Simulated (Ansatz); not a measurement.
Reaction (formal exchange of groups at the Al–C bond): `C[CH2][Al]([SH])[O]C` + `CCC(=O)O` → `C[O][AlH][SH]` + `CCC(C)C(=O)O`

Calculated with Ansatz (gas phase, PBE0-D4/def2-TZVP geometries, no zero-point term in ΔE). CBS: MP2 limit from def2 TZ/QZ plus the TZ coupled-cluster correction, frozen cores. Functionals use def2-TZVPP. B3LYP here is the variant with VWN-RPA as its local correlation; programs differ in this. Each species was taken in one conformer, which may not be the lowest.

```
             level  ΔE (kJ/mol)  difference from CCSD(T)/CBS
            PBE-D4         35.4                          7.6
           PBE0-D4         33.6                          5.8
          B3LYP-D4         33.5                          5.7
           ωB97X-V         27.3                         -0.5
           ωB97M-V         30.6                          2.8
            B2PLYP         33.5                          5.7
               PBE         38.9                         11.1
            r2SCAN         35.5                          7.7
              PBE0         36.5                          8.7
     HF/def2-TZVPP         29.1                          1.3
    MP2/def2-TZVPP         26.0                         -1.8
SCS-MP2/def2-TZVPP         25.1                         -2.7
     HF/def2-QZVPP         29.1                          1.3
    MP2/def2-QZVPP         26.9                         -0.9
SCS-MP2/def2-QZVPP         26.2                         -1.6
    CCSD/CBS(def2)         28.7                          0.9
       CCSD(T)/CBS         27.8                            0
```

Largest T1 diagnostic among the species: 0.014.

The D4 term adds −5.1 kJ/mol with B3LYP and −2.9 kJ/mol with PBE0; it sums over pairs of atoms, weighted by their polarisabilities, and B3LYP, whose exchange is more repulsive, gets the larger term. In def2-TZVPP, CCSD(T) changes the Hartree–Fock value by −3.0 kJ/mol (the triples alone add −0.8 kJ/mol) and MP2 by −3.2 kJ/mol.

CCSD(T)/CBS has its own doubt, a few kJ/mol and more with outer-core shells, so smaller differences from it don't rank the levels.
